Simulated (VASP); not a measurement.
# InP (F-43m) in VASP: further runs

InP is run at these levels: PBEsol, BLYP+D4, LDA; tasks: single point, relaxation of cell and atoms.

Program: VASP 6.6.1. These are calculated values, not measurements. Logs are shortened: lines on timing, memory, paths and dates and some standing lists are left out, and cuts for length are marked.

**What was measured.**

A printed reference work, data compilation reports, for a bulk crystal of InP at 1.6 K: band gap 1.4236 eV (direct).

The results are compared with them further down.

**1. The cell of the first run**

Symmetry: F-43m, No. 216, cubic system. Conventional cell: a = 5.861 Å, b = 5.861 Å, c = 5.861 Å, α = 90.00°, β = 90.00°, γ = 90.00°. Within 3.3 Å of In (site symmetry -43m) lie 4 P at 2.54 Å. P (site symmetry -43m) has 4 In at 2.54 Å within 3.3 Å.

**2. Single point, PBEsol**

Contents of INCAR:

```
SYSTEM = InP
PREC = Accurate ; ENCUT = 520
EDIFF = 1E-6 ; ISMEAR = 0
SIGMA = 0.02 ; LREAL = .FALSE.
LASPH = .TRUE. ; NELM = 100
ALGO = Normal ; ISIF = 2
LWAVE = .FALSE. ; LCHARG = .FALSE.
GGA = PS ; NBANDS = 16
```

Contents of KPOINTS:

```
Automatic mesh
0
G
  8 8 8
  0 0 0
```

Contents of POSCAR:

```
InP
1.0
    0.0000000000      2.9305000000      2.9305000000
    2.9305000000      0.0000000000      2.9305000000
    2.9305000000      2.9305000000      0.0000000000
In P
1 1
Direct
    0.0000000000      0.0000000000      0.0000000000
    0.7500000000      0.7500000000      0.7500000000
```

Potentials or basis: VASP PAW PBE potentials, release 64 (In_d, P).

The run is started by

```console
$ cat potpaw_PBE.64/In_d/POTCAR potpaw_PBE.64/P/POTCAR > POTCAR
$ mpirun -np 1 vasp_std > vasp.out
```

OUTCAR:

```text
SYSTEM = InP
   PREC = Accurate
   ENCUT = 520
   EDIFF = 1E-6
   ISMEAR = 0
   LREAL = .FALSE.
   LASPH = .TRUE.
   NELM = 100
   ISIF = 2
   GGA = PS

 ion  position               nearest neighbor table
   1  0.000  0.000  0.000-   2 2.54   2 2.54   2 2.54   2 2.54
   2  0.750  0.750  0.750-   1 2.54   1 2.54   1 2.54   1 2.54

  LATTYP: Found a face centered cubic cell.
 ALAT       =     5.8610000000

  Lattice vectors:

 A1 = (   0.0000000000,   2.9305000000,   2.9305000000)
 A2 = (   2.9305000000,   0.0000000000,   2.9305000000)
 A3 = (   2.9305000000,   2.9305000000,   0.0000000000)

Analysis of symmetry for initial positions (statically):
=====================================================================
 Subroutine PRICEL returns:
 Original cell was already a primitive cell.

 Routine SETGRP: Setting up the symmetry group for a
 face centered cubic supercell.

 Subroutine GETGRP returns: Found 24 space group operations
 (whereof 24 operations were pure point group operations)
 out of a pool of 48 trial point group operations.

The static configuration has the point symmetry T_d .

Analysis of symmetry for dynamics (positions and initial velocities):
=====================================================================
 Subroutine PRICEL returns:
 Original cell was already a primitive cell.

 Routine SETGRP: Setting up the symmetry group for a
 face centered cubic supercell.

 Subroutine GETGRP returns: Found 24 space group operations
 (whereof 24 operations were pure point group operations)
 out of a pool of 48 trial point group operations.

The dynamic configuration has the point symmetry T_d .

 Subroutine INISYM returns: Found 24 space group operations
 (whereof 24 operations are pure point group operations),
 and found     1 'primitive' translations

----------------------------------------------------------------------------------------

                                     Primitive cell

  volume of cell :      50.3333

  direct lattice vectors                    reciprocal lattice vectors
     0.000000000  2.930500000  2.930500000    -0.170619348  0.170619348  0.170619348
     2.930500000  0.000000000  2.930500000     0.170619348 -0.170619348  0.170619348
     2.930500000  2.930500000  0.000000000     0.170619348  0.170619348 -0.170619348

  length of vectors
     4.144352845  4.144352845  4.144352845     0.295521380  0.295521380  0.295521380

  position of ions in fractional coordinates (direct lattice)
     0.000000000  0.000000000  0.000000000
     0.750000000  0.750000000  0.750000000

[... 77 lines left out ...]
   LREAL  =      F    real-space projection
   EDIFFG = 0.1E-04   stopping-criterion for IOM
   NSW    =      0    number of steps for IOM
   IBRION =     -1    ionic relax: 0-MD 1-quasi-New 2-CG
   NFREE  =      0    steps in history (QN), initial steepest desc. (CG)
   ISIF   =      2    stress and relaxation
   ISYM   =      2    0-nonsym 1-usesym 2-fastsym
   POTIM  = 0.5000    time-step for ionic-motion
   TEBEG  =    0.0;   TEEND  =   0.0 temperature during run
   PSTRESS=    0.0 pullay stress
   NELECT =      18.0000    total number of electrons
   NUPDOWN=      -1.0000    fix difference up-down
   EMIN   =  10.00;   EMAX   =-10.00  energy-range for DOS
   EFERMI =   0.00;   METHOD = LEGACY
   ISMEAR =     0;   SIGMA  =   0.02  broadening in eV -4-tet -1-fermi 0-gaus
   EFERMI_NEDOS =   21; number of points for ismear=-14 and -15
   IALGO  =     38    algorithm
   IMIX   =      4    mixing-type and parameters
     AMIX     =   0.40;   BMIX     =  1.00
     AMIX_MAG =   1.60;   BMIX_MAG =  1.00
  volume/ion in A,a.u.               =      25.17       169.83
  Fermi-wavevector in a.u.,A,eV,Ry     =   1.162021  2.195901 18.371846  1.350293
  Thomas-Fermi vector in A             =   2.298587
   LORBIT       =      0    0 simple, 1 ext, 2 COOP (PROOUT), +10 PAW based schemes
   GGA     = PS    functional components
   LHFCALC =     F    Hartree Fock is set to
   AEXX    =    0.0000 exact exchange contribution
   IVDW    =     0    specifies the selected vdW correction
   LEPSILON=     F    determine dielectric tensor
   LRPA    =     F    only Hartree local field effects (RPA)
 non-spin polarized calculation
 Gauss-broadening in eV      SIGMA  =   0.02
  energy-cutoff  :      520.00
  volume of cell :       50.33
 maximum number of plane-waves:      1380
   NGX = 15   NGY = 15   NGZ = 15

 number of electron      18.0000005 magnetization

 Free energy of the ion-electron system (eV)
  ---------------------------------------------------
  ext. energy  EPLUGINS =         0.00000000
  ---------------------------------------------------
  free energy    TOTEN  =        -9.15385759 eV

  energy without entropy =       -9.15385759  energy(sigma->0) =       -9.15385759

 E-fermi :   5.1727     XC(G=0):  -9.4791

 val. band max:        5.0919822062   @ k =   0.0000   0.0000   0.0000
 cond. band min:       5.7066409457   @ k =   0.0000   0.0000   0.0000
 fundamental gap:      0.6146587395
 Fermi energy:         5.1727125831

 k-point     1 :       0.0000    0.0000    0.0000
  band No.  band energies     occupation
      1      -9.0579      2.00000
      2      -9.0579      2.00000
      3      -9.0579      2.00000
      4      -8.9033      2.00000
      5      -8.9033      2.00000
      6      -6.4562      2.00000
[... 433 lines left out ...]
      3      -8.9882      2.00000
      4      -8.9091      2.00000
      5      -8.8902      2.00000
      6      -4.3836      2.00000
[... 8 lines left out ...]
     15      15.6896      0.00000
     16      16.3640      0.00000

 [... further k-points ...]

------------------------ aborting loop because EDIFF is reached ----------------------------------------

  FORCE on cell =-STRESS in cart. coord.  units (eV):
  Direction    XX          YY          ZZ          XY          YZ          ZX
  --------------------------------------------------------------------------------------
  -------------------------------------------------------------------------------------
  Total        0.1823494      0.1823494      0.1823494     -0.0000000      0.0000000     -0.0000000
  in kB        5.8044319      5.8044319      5.8044319     -0.0000000      0.0000000     -0.0000000
  external PRESSURE =       5.8044319 kB  Pullay stress =       0.0000000 kB

 VOLUME and BASIS-vectors are now :
 -----------------------------------------------------------------------------
  energy-cutoff  :      520.00
  volume of cell :       50.33
      direct lattice vectors                 reciprocal lattice vectors
     0.000000000  2.930500000  2.930500000    -0.170619348  0.170619348  0.170619348
     2.930500000  0.000000000  2.930500000     0.170619348 -0.170619348  0.170619348
     2.930500000  2.930500000  0.000000000     0.170619348  0.170619348 -0.170619348

 POSITION                                       TOTAL-FORCE (eV/Angst)
 -----------------------------------------------------------------------------------
      0.00000      0.00000      0.00000        -0.000000     -0.000000     -0.000000
      4.39575      4.39575      4.39575         0.000000      0.000000      0.000000
 -----------------------------------------------------------------------------------
    total drift:                                0.000000      0.000000     -0.000000

  FREE ENERGIE OF THE ION-ELECTRON SYSTEM (eV)
  ---------------------------------------------------
  free  energy   TOTEN  =        -9.1538575944 eV

  energy  without entropy=       -9.1538575944  energy(sigma->0) =       -9.15385759
```

OSZICAR:

```text
N       E                     dE             d eps       ncg     rms          rms(c)
DAV:   1     0.111830550317E+03    0.11183E+03   -0.85296E+03   928   0.127E+03
DAV:   2    -0.227028263399E+01   -0.11410E+03   -0.10945E+03  1040   0.301E+02
DAV:   3    -0.936466161504E+01   -0.70944E+01   -0.70604E+01  1248   0.736E+01
DAV:   4    -0.955231443453E+01   -0.18765E+00   -0.18760E+00  1184   0.127E+01
DAV:   5    -0.956026780043E+01   -0.79534E-02   -0.79532E-02  1376   0.216E+00    0.550E+00
DAV:   6    -0.919117093487E+01    0.36910E+00   -0.57412E-01  1496   0.134E+01    0.321E+00
DAV:   7    -0.915624845458E+01    0.34922E-01   -0.13635E-01  1368   0.333E+00    0.111E+00
DAV:   8    -0.915356434648E+01    0.26841E-02   -0.14386E-02  1160   0.138E+00    0.324E-01
DAV:   9    -0.915376744275E+01   -0.20310E-03   -0.11339E-03  1208   0.359E-01    0.149E-01
DAV:  10    -0.915383092317E+01   -0.63480E-04   -0.16909E-04  1416   0.161E-01    0.963E-02
DAV:  11    -0.915385843723E+01   -0.27514E-04   -0.44542E-05  1120   0.746E-02    0.362E-02
DAV:  12    -0.915385759444E+01    0.84279E-06   -0.50977E-06  1104   0.238E-02
   1 F= -.91538576E+01 E0= -.91538576E+01  d E =-.554781E-11
```

stdout:

```text
POSCAR found type information on POSCAR InP
 POSCAR found :  2 types and       2 ions
 scaLAPACK will be used
 -----------------------------------------------------------------------------
|                                                                             |
|                                                                             |
|     You enforced a specific xc type in the INCAR file but a different       |
|     I HOPE YOU KNOW WHAT YOU ARE DOING!                                     |
|                                                                             |
 -----------------------------------------------------------------------------

 LDA part: xc-table for (Slater+PW92), standard interpolation
 POSCAR, INCAR and KPOINTS ok, starting setup
 FFT: planning ... GRIDC
 FFT: planning ... GRID_SOFT
 FFT: planning ... GRID
 WAVECAR not read
 entering main loop
```

Run time: 14 s. Hardware: 1 thread of Intel Xeon Platinum 8488C (Sapphire Rapids), shared host; peak memory 0.18 GiB.

What came out:

```
Free energy            : -9.1539 eV
Pressure               : 0.6 GPa
Band gap on the k mesh : 0.61 eV, direct
```

Levels at points of the mesh, in eV from the valence-band top:
| k point | band 6 | band 7 | band 8 | band 9 | band 10 | band 11 | band 12 | band 13 |
| --- | --- | --- | --- | --- | --- | --- | --- | --- |
| (0.00, 0.00, 0.00) | -11.55 | 0.00 | 0.00 | 0.00 | 0.61 | 4.02 | 4.02 | 4.02 |
| (0.50, 0.00, 0.00) | -9.80 | -5.80 | -0.99 | -0.99 | 1.40 | 4.74 | 4.74 | 6.95 |
| (0.50, 0.50, 0.00) | -9.13 | -5.82 | -2.35 | -2.35 | 1.63 | 2.16 | 9.09 | 9.53 |

Caveat: the PAW data sets were made with another functional, which shifts forces and pressure a little; spin-orbit coupling is left out, which moves the levels of the heavy elements.

(Continued in part 2 of 2.)
